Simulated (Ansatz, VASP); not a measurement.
**One calculation of WSe, two programs**

```
W Se
1.0
     3.34585    0.00000    0.00000
     0.00000    3.34585    0.00000
     0.00000    0.00000    3.34585
W Se
1 1
Cartesian
  0.0000 0.0000 0.0000
  1.6729 1.6729 1.6729
```

Alike in both runs: task single point; functional PBE; k mesh 14 × 14 × 14; occupations gaussian, width 0.1 eV; no spin polarisation.

|  | VASP | Ansatz |
| --- | --- | --- |
| version | VASP 6.6.1 | Ansatz 0.2.0 |
| potentials or method | VASP PAW PBE potentials, release 64 (W_sv, Se) | scalar-relativistic, plane waves, PAW |
| plane-wave cutoff (eV) | 520 | 420 |
| valence electrons in the cell | 20 | 30 |

VASP gave:

| Item | Value |
| --- | --- |
| gap on the k mesh at the Fermi level (eV) | none |
| pressure (GPa) | -23.6 |

What did Ansatz give for the same quantities?

gap on the k mesh at the Fermi level (eV): none; pressure (GPa): -23.7.

A gap of «none» marks a metal or a gap that the smearing closes. The two sets of potentials don't hold the same shells in valence.

Caveats: so large a pressure means that the cell lies far from this level's equilibrium, or that cutoff or potentials fall short (VASP). Spin-orbit coupling is left out, which matters for the levels of W.
